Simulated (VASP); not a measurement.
# Nb (Im-3m) in VASP: settings compared

The runs below take Nb through optical spectrum, density of states, with PBE, LDA, PBEsol.

Everything below comes from runs of VASP 6.6.1. Logs are shortened: lines on timing, memory, paths and dates and some standing lists are left out, and cuts for length are marked.

## (1) The crystal as given

The structure is cubic, space group Im-3m (No. 229). Conventional cell: a = 3.310 Å, b = 3.310 Å, c = 3.310 Å, α = 90.00°, β = 90.00°, γ = 90.00°. Nb (site symmetry m-3m) is surrounded by 8 Nb at 2.87 Å.

The cell was built by a generator and needn't be a form met in nature.

## (2) Optical spectrum, PBE

File INCAR:

```
SYSTEM = Nb
PREC = Accurate ; ENCUT = 520
EDIFF = 1E-7 ; ISMEAR = 1
SIGMA = 0.1 ; LREAL = .False.
LASPH = .True. ; NELM = 100
ALGO = Normal ; ISIF = 2
LWAVE = .False. ; LCHARG = .False.
GGA = PE ; LOPTICS = .True.
NEDOS = 2000 ; CSHIFT = 0.1
```

File KPOINTS:

```
Automatic mesh
0
Gamma
  14 14 14
  0 0 0
```

File POSCAR:

```
Nb                                      
1.0
   -1.6550000000      1.6550000000      1.6550000000
    1.6550000000     -1.6550000000      1.6550000000
    1.6550000000      1.6550000000     -1.6550000000
  Nb            
     1
Direct
     0.0000000000000000    0.0000000000000000    0.0000000000000000
```

Potentials or basis: VASP PAW PBE potentials, release 64 (Nb_sv).

The run is started by

```console
> cat potpaw_PBE.64/Nb_sv/POTCAR > POTCAR
> mpirun -np 1 vasp_std > vasp.out
```

OUTCAR:

```text
SYSTEM = Nb
   PREC = Accurate
   ENCUT = 520
   EDIFF = 1E-7
   ISMEAR = 1
   LREAL = .False.
   LASPH = .True.
   NELM = 100
   ISIF = 2
   GGA = PE

 ion  position               nearest neighbor table
   1  0.000  0.000  0.000-

  LATTYP: Found a body centered cubic cell.
 ALAT       =     3.3100000000

  Lattice vectors:

 A1 = (  -1.6550000000,   1.6550000000,   1.6550000000)
 A2 = (   1.6550000000,  -1.6550000000,   1.6550000000)
 A3 = (   1.6550000000,   1.6550000000,  -1.6550000000)

Analysis of symmetry for initial positions (statically):
=====================================================================
 Subroutine PRICEL returns:
 Original cell was already a primitive cell.

 Routine SETGRP: Setting up the symmetry group for a
 body centered cubic supercell.

 Subroutine GETGRP returns: Found 48 space group operations
 (whereof 48 operations were pure point group operations)
 out of a pool of 48 trial point group operations.

The static configuration has the point symmetry O_h .

Analysis of symmetry for dynamics (positions and initial velocities):
=====================================================================
 Subroutine PRICEL returns:
 Original cell was already a primitive cell.

 Routine SETGRP: Setting up the symmetry group for a
 body centered cubic supercell.

 Subroutine GETGRP returns: Found 48 space group operations
 (whereof 48 operations were pure point group operations)
 out of a pool of 48 trial point group operations.

The dynamic configuration has the point symmetry O_h .

 Subroutine INISYM returns: Found 48 space group operations
[... 472 lines left out ...]
  Total       -0.0082560     -0.0082560     -0.0082560     -0.0000000     -0.0000000     -0.0000000
  in kB       -0.7295055     -0.7295055     -0.7295055     -0.0000000     -0.0000000     -0.0000000
  external PRESSURE =      -0.7295055 kB  Pullay stress =       0.0000000 kB

 VOLUME and BASIS-vectors are now :
 -----------------------------------------------------------------------------
  energy-cutoff  :      520.00
  volume of cell :       18.13
      direct lattice vectors                 reciprocal lattice vectors
    -1.655000000  1.655000000  1.655000000     0.000000000  0.302114804  0.302114804
     1.655000000 -1.655000000  1.655000000     0.302114804  0.000000000  0.302114804
     1.655000000  1.655000000 -1.655000000     0.302114804  0.302114804  0.000000000

 POSITION                                       TOTAL-FORCE (eV/Angst)
 -----------------------------------------------------------------------------------
      0.00000      0.00000      0.00000         0.000000      0.000000     -0.000000
 -----------------------------------------------------------------------------------
    total drift:                                0.000000      0.000000      0.000000

  FREE ENERGIE OF THE ION-ELECTRON SYSTEM (eV)
  ---------------------------------------------------
  free  energy   TOTEN  =       -10.2116026814 eV

  energy  without entropy=      -10.2113809213  energy(sigma->0) =      -10.21152876

 electrical conductivity sigma (Mega S m-1) (frequency dependency in vasprun.xml)
  --------------------------------------------------------------------------------------
       0.210       0.000       0.000
       0.000       0.210       0.000
      -0.000       0.000       0.210

  frequency dependent IMAGINARY DIELECTRIC FUNCTION (independent particle, no local field effects) density-density
     E(ev)      X         Y         Z        XY        YZ        ZX
  --------------------------------------------------------------------------------------------------------------
     0.00000     0.00000     0.00000     0.00000     0.00000     0.00000     0.00000
     0.77767     3.62488     3.62488     3.62488     0.00000     0.00000     0.00000
     1.55534    13.48290    13.48290    13.48290     0.00000    -0.00000     0.00000
     2.33301    20.97147    20.97147    20.97147    -0.00000    -0.00000     0.00000
     3.11068    17.26840    17.26840    17.26840    -0.00000     0.00000    -0.00000
     3.88835    15.62093    15.62093    15.62093    -0.00000    -0.00000     0.00000
[... 92 lines left out ...]
    76.21167     0.00029     0.00029     0.00029     0.00000    -0.00000     0.00000
    76.98934     0.00028     0.00028     0.00028     0.00000    -0.00000     0.00000

  frequency dependent      REAL DIELECTRIC FUNCTION (independent particle, no local field effects) density-density
     E(ev)        X           Y           Z          XY          YZ          ZX
  --------------------------------------------------------------------------------------------------------------
     0.00000   105.50456   105.50456   105.50456     0.00000     0.00000     0.00000
     0.77767    25.81300    25.81300    25.81300    -0.00000    -0.00000     0.00000
     1.55534    26.89580    26.89580    26.89580    -0.00000    -0.00000     0.00000
     2.33301    12.47351    12.47351    12.47351     0.00000     0.00000    -0.00000
     3.11068     5.58886     5.58886     5.58886     0.00000    -0.00000    -0.00000
     3.88835     5.16500     5.16500     5.16500    -0.00000     0.00000    -0.00000
[... 92 lines left out ...]
    76.21167     0.90490     0.90490     0.90490     0.00000     0.00000    -0.00000
    76.98934     0.90708     0.90708     0.90708     0.00000     0.00000    -0.00000

  frequency dependent IMAGINARY DIELECTRIC FUNCTION (independent particle, no local field effects) current-current
     E(ev)      X         Y         Z        XY        YZ        ZX
  --------------------------------------------------------------------------------------------------------------
     0.00000   265.10117   265.10117   265.10117     0.00000     0.00000    -0.00000
     0.77767     9.93272     9.93272     9.93272    -0.00000    -0.00000    -0.00000
     1.55534    16.73035    16.73035    16.73035    -0.00000    -0.00000    -0.00000
     2.33301    21.99814    21.99814    21.99814     0.00000    -0.00000    -0.00000
     3.11068    17.55227    17.55227    17.55227    -0.00000    -0.00000     0.00000
     3.88835    15.83199    15.83199    15.83199     0.00000     0.00000     0.00000
[... 92 lines left out ...]
    76.21167     0.00004     0.00004     0.00004     0.00000     0.00000     0.00000
    76.98934     0.00003     0.00003     0.00003     0.00000     0.00000     0.00000

  frequency dependent      REAL DIELECTRIC FUNCTION (independent particle, no local field effects) current-current
     E(ev)        X           Y           Z          XY          YZ          ZX
  --------------------------------------------------------------------------------------------------------------
     0.00000    -6.84018    -6.84018    -6.84018    -0.00000    -0.00000     0.00000
     0.77767    26.56346    26.56346    26.56346    -0.00000    -0.00000     0.00000
     1.55534    25.61028    25.61028    25.61028     0.00000    -0.00000    -0.00000
     2.33301    10.93489    10.93489    10.93489    -0.00000     0.00000     0.00000
     3.11068     4.62123     4.62123     4.62123    -0.00000     0.00000     0.00000
     3.88835     4.45798     4.45798     4.45798     0.00000     0.00000     0.00000
[... 92 lines left out ...]
    76.21167     0.90511     0.90511     0.90511    -0.00000    -0.00000    -0.00000
    76.98934     0.90728     0.90728     0.90728    -0.00000    -0.00000    -0.00000
```

stdout:

```text
POSCAR found type information on POSCAR Nb
 POSCAR found :  1 types and       1 ions
 scaLAPACK will be used
 LDA part: xc-table for (Slater+PW92), standard interpolation
 POSCAR, INCAR and KPOINTS ok, starting setup
 FFT: planning ... GRIDC
 FFT: planning ... GRID_SOFT
 FFT: planning ... GRID
 WAVECAR not read
 entering main loop
 optical routines
 imaginary and real dielectric function
 recalculating local potential from charge density
 direction            1
 direction            2
 direction            3
```

Wall time 18 s (1 thread of Intel Xeon Platinum 8259CL at 2.50GHz (Skylake/Cascade Lake), shared host); peak memory 0.17 GiB.

Results:

```yaml
Free_energy: -10.2116 eV
Pressure: -0.1 GPa
Band_gap_on_the_k_mesh: none (metal or under the smearing width)
```

Levels at points of the mesh, in eV from the Fermi level:
| k point | band 2 | band 3 | band 4 | band 5 | band 6 | band 7 | band 8 | band 9 | band 10 |
| --- | --- | --- | --- | --- | --- | --- | --- | --- | --- |
| (0.00, 0.00, 0.00) | -29.70 | -29.70 | -29.70 | -5.94 | 0.36 | 0.36 | 0.36 | 3.24 | 3.24 |
| (0.50, 0.00, 0.00) | -31.03 | -30.12 | -29.72 | -3.71 | -1.65 | 2.24 | 3.27 | 3.95 | 6.31 |
| (0.50, 0.50, 0.50) | -30.61 | -30.61 | -30.61 | -3.69 | -3.69 | 5.54 | 5.54 | 5.54 | 9.01 |

Dielectric function (mean over the directions given):
```csv
energy (eV),real part,imaginary part
0.31,9.13,12.06
1.32,21.59,9.91
2.33,12.47,20.97
3.34,3.86,17.73
4.43,-4.91,23.74
5.44,-8.82,7.50
6.45,-6.16,3.32
7.54,-4.82,4.48
8.55,-3.07,1.56
9.57,-1.77,0.72
10.65,-1.97,1.32
11.67,-1.61,0.41
12.68,-0.82,0.08
13.76,-0.33,0.03
14.78,-0.04,0.02
15.79,0.17,0.02
16.88,0.35,0.01
17.89,0.48,0.01
18.90,0.59,0.01
19.99,0.70,0.01
```

Caveat: independent-particle spectra lack excitons; the intraband (Drude) part of a metal's response may be missing.

## (3) Optical spectrum, PBE

INCAR is that of step 2.

File KPOINTS:

```
Automatic mesh
0
Gamma
  22 22 22
  0 0 0
```

POSCAR is that of step 2.

Potentials or basis: VASP PAW PBE potentials, release 64 (Nb_sv).

The run is started by

```console
> cat potpaw_PBE.64/Nb_sv/POTCAR > POTCAR
> mpirun -np 1 vasp_std > vasp.out
```

OUTCAR:

```text
SYSTEM = Nb
   PREC = Accurate
   ENCUT = 520
   EDIFF = 1E-7
   ISMEAR = 1
   LREAL = .False.
   LASPH = .True.
   NELM = 100
   ISIF = 2
   GGA = PE

 ion  position               nearest neighbor table
   1  0.000  0.000  0.000-

  LATTYP: Found a body centered cubic cell.
 ALAT       =     3.3100000000

  Lattice vectors:

 A1 = (  -1.6550000000,   1.6550000000,   1.6550000000)
 A2 = (   1.6550000000,  -1.6550000000,   1.6550000000)
 A3 = (   1.6550000000,   1.6550000000,  -1.6550000000)

Analysis of symmetry for initial positions (statically):
=====================================================================
 Subroutine PRICEL returns:
 Original cell was already a primitive cell.

 Routine SETGRP: Setting up the symmetry group for a
 body centered cubic supercell.

 Subroutine GETGRP returns: Found 48 space group operations
 (whereof 48 operations were pure point group operations)
 out of a pool of 48 trial point group operations.

The static configuration has the point symmetry O_h .

Analysis of symmetry for dynamics (positions and initial velocities):
=====================================================================
[... 500 lines left out ...]
      0.00000      0.00000      0.00000         0.000000      0.000000      0.000000
 -----------------------------------------------------------------------------------
    total drift:                                0.000000      0.000000      0.000000

  FREE ENERGIE OF THE ION-ELECTRON SYSTEM (eV)
  ---------------------------------------------------
  free  energy   TOTEN  =       -10.2163294844 eV

  energy  without entropy=      -10.2165049948  energy(sigma->0) =      -10.21638799

 electrical conductivity sigma (Mega S m-1) (frequency dependency in vasprun.xml)
  --------------------------------------------------------------------------------------
       0.173       0.000       0.000
       0.000       0.173       0.000
       0.000       0.000       0.173

  frequency dependent IMAGINARY DIELECTRIC FUNCTION (independent particle, no local field effects) density-density
     E(ev)      X         Y         Z        XY        YZ        ZX
  --------------------------------------------------------------------------------------------------------------
     0.00000     0.00000     0.00000     0.00000     0.00000     0.00000     0.00000
     0.78000     5.68907     5.68907     5.68907     0.00000     0.00000     0.00000
     1.56000    16.77795    16.77795    16.77795    -0.00000    -0.00000    -0.00000
     2.34000    22.46658    22.46658    22.46658     0.00000    -0.00000    -0.00000
     3.12000    17.79353    17.79353    17.79353    -0.00000     0.00000     0.00000
     3.90001    17.12784    17.12784    17.12784    -0.00000    -0.00000     0.00000
[... 92 lines left out ...]
    76.44011     0.00028     0.00028     0.00028     0.00000     0.00000     0.00000
    77.22011     0.00027     0.00027     0.00027     0.00000     0.00000     0.00000

  frequency dependent      REAL DIELECTRIC FUNCTION (independent particle, no local field effects) density-density
     E(ev)        X           Y           Z          XY          YZ          ZX
  --------------------------------------------------------------------------------------------------------------
     0.00000    75.90017    75.90017    75.90017    -0.00000    -0.00000    -0.00000
     0.78000    24.17871    24.17871    24.17871    -0.00000     0.00000    -0.00000
     1.56000    22.45830    22.45830    22.45830    -0.00000    -0.00000    -0.00000
     2.34000    11.39988    11.39988    11.39988    -0.00000    -0.00000     0.00000
     3.12000     3.32843     3.32843     3.32843    -0.00000    -0.00000     0.00000
     3.90001     6.69345     6.69345     6.69345    -0.00000    -0.00000    -0.00000
[... 92 lines left out ...]
    76.44011     0.90631     0.90631     0.90631     0.00000     0.00000     0.00000
    77.22011     0.90846     0.90846     0.90846     0.00000     0.00000     0.00000

  frequency dependent IMAGINARY DIELECTRIC FUNCTION (independent particle, no local field effects) current-current
     E(ev)      X         Y         Z        XY        YZ        ZX
  --------------------------------------------------------------------------------------------------------------
     0.00000   272.40769   272.40769   272.40769     0.00000     0.00000     0.00000
     0.78000    11.48995    11.48995    11.48995     0.00000     0.00000     0.00000
     1.56000    19.43731    19.43731    19.43731    -0.00000    -0.00000     0.00000
     2.34000    23.32169    23.32169    23.32169    -0.00000    -0.00000     0.00000
     3.12000    17.91714    17.91714    17.91714    -0.00000     0.00000    -0.00000
     3.90001    17.40537    17.40537    17.40537     0.00000     0.00000    -0.00000
[... 92 lines left out ...]
    76.44011     0.00004     0.00004     0.00004    -0.00000    -0.00000    -0.00000
    77.22011     0.00003     0.00003     0.00003    -0.00000    -0.00000    -0.00000

  frequency dependent      REAL DIELECTRIC FUNCTION (independent particle, no local field effects) current-current
     E(ev)        X           Y           Z          XY          YZ          ZX
  --------------------------------------------------------------------------------------------------------------
     0.00000   -10.67385   -10.67385   -10.67385    -0.00000     0.00000    -0.00000
     0.78000    23.75105    23.75105    23.75105    -0.00000    -0.00000     0.00000
     1.56000    20.50395    20.50395    20.50395    -0.00000    -0.00000    -0.00000
     2.34000     9.59350     9.59350     9.59350     0.00000     0.00000    -0.00000
     3.12000     2.25913     2.25913     2.25913     0.00000     0.00000    -0.00000
     3.90001     5.87668     5.87668     5.87668     0.00000     0.00000    -0.00000
[... 92 lines left out ...]
    76.44011     0.90645     0.90645     0.90645     0.00000    -0.00000    -0.00000
    77.22011     0.90859     0.90859     0.90859     0.00000    -0.00000    -0.00000
```

OSZICAR:

```text
N       E                     dE             d eps       ncg     rms          rms(c)
DAV:   1     0.117554058254E+03    0.11755E+03   -0.75127E+03  6600   0.129E+03
DAV:   2    -0.507287053180E+01   -0.12263E+03   -0.11957E+03  7020   0.450E+02
DAV:   3    -0.103591322638E+02   -0.52863E+01   -0.50092E+01  9830   0.786E+01
DAV:   4    -0.106330099790E+02   -0.27388E+00   -0.27204E+00  9060   0.163E+01
DAV:   5    -0.106444099637E+02   -0.11400E-01   -0.11389E-01 10284   0.271E+00    0.705E+00
DAV:   6    -0.102556091611E+02    0.38880E+00   -0.77465E-01 10170   0.118E+01    0.247E+00
DAV:   7    -0.102109406286E+02    0.44669E-01   -0.23679E-01 10234   0.645E+00    0.965E-01
DAV:   8    -0.102162742873E+02   -0.53337E-02   -0.12699E-02  7594   0.174E+00    0.551E-02
DAV:   9    -0.102163162175E+02   -0.41930E-04   -0.11768E-03 11500   0.392E-01    0.465E-02
DAV:  10    -0.102163368304E+02   -0.20613E-04   -0.30311E-05  8126   0.866E-02    0.157E-02
DAV:  11    -0.102163295788E+02    0.72516E-05   -0.60690E-06  7558   0.491E-02    0.258E-03
DAV:  12    -0.102163294844E+02    0.94384E-07   -0.22655E-07  7294   0.693E-03
   1 F= -.10216329E+02 E0= -.10216388E+02  d E =0.175510E-03
 imaginary and real dielectric function
```

stdout:

```text
POSCAR found type information on POSCAR Nb
 POSCAR found :  1 types and       1 ions
 scaLAPACK will be used
 LDA part: xc-table for (Slater+PW92), standard interpolation
 POSCAR, INCAR and KPOINTS ok, starting setup
 FFT: planning ... GRIDC
 FFT: planning ... GRID_SOFT
 FFT: planning ... GRID
 WAVECAR not read
 entering main loop
 optical routines
 imaginary and real dielectric function
 recalculating local potential from charge density
 direction            1
 direction            2
 direction            3
```

It took 48 s on 1 thread of Intel Xeon Platinum 8259CL at 2.50GHz (Skylake/Cascade Lake), shared host; peak memory 0.25 GiB.

Results:

* Free energy: -10.2163 eV
* Pressure: -0.3 GPa
* Band gap on the k mesh: none (metal or under the smearing width)

Levels at points of the mesh, in eV from the Fermi level:
```csv
k point,band 3,band 4,band 5,band 6,band 7,band 8,band 9,band 10
"(0.00, 0.00, 0.00)",-29.67,-29.67,-5.91,0.39,0.39,0.39,3.28,3.28
"(0.50, 0.00, 0.00)",-30.08,-29.68,-3.67,-1.61,2.27,3.31,3.98,6.34
"(0.50, 0.50, 0.50)",-30.57,-30.57,-3.66,-3.66,5.58,5.58,5.58,9.04
```

Dielectric function (mean over the directions given):
```csv
energy (eV),real part,imaginary part
0.31,14.98,9.77
0.94,26.21,9.74
1.64,21.28,16.73
2.34,11.40,22.47
2.96,5.49,19.74
3.67,6.60,16.23
4.37,-1.05,26.46
4.99,-10.50,12.45
5.69,-8.19,7.10
6.40,-5.42,4.53
7.02,-3.55,2.81
7.72,-4.66,3.03
8.42,-3.38,1.56
9.05,-2.36,1.02
9.75,-1.47,1.06
10.45,-1.91,1.22
11.15,-1.65,0.72
11.78,-1.25,0.33
12.48,-0.83,0.13
13.18,-0.49,0.05
13.81,-0.26,0.03
14.51,-0.07,0.02
15.21,0.09,0.02
15.83,0.20,0.02
16.54,0.32,0.01
17.24,0.42,0.01
17.86,0.49,0.01
18.56,0.57,0.01
19.27,0.64,0.01
19.97,0.71,0.01
```

Caveat: independent-particle spectra lack excitons; the intraband (Drude) part of a metal's response may be missing.

(Part 1 of 3 ends here.)
